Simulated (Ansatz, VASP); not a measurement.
One calculation of Bi, two programs

```xyz
1
Lattice="-2.0203 2.0203 2.0203 2.0203 -2.0203 2.0203 2.0203 2.0203 -2.0203" Properties=species:S:1:pos:R:3 pbc="T T T"
Bi    0.0000    0.0000    0.0000
```

Alike in both runs: task single point; functional BLYP; k mesh 12 × 12 × 12; occupations fermi-dirac, width 0.1 eV; no spin polarisation.

|  | VASP | Ansatz |
| --- | --- | --- |
| version | VASP 6.6.1 | Ansatz 0.2.0 |
| potentials or method | VASP PAW PBE potentials, release 64 (Bi_d) | plane waves (420 eV) with PAW, scalar-relativistic |
| plane-wave cutoff (eV) | 520 | 420 |
| valence electrons in the cell | 15 | 15 |

Ansatz gave:

```
pressure (GPa) : 1.6
```

Task: What did VASP give for the same quantities?

Result: Pressure (GPa): 1.7.

Caveats: the PAW data sets were made with another functional, which shifts forces and pressure a little (VASP).
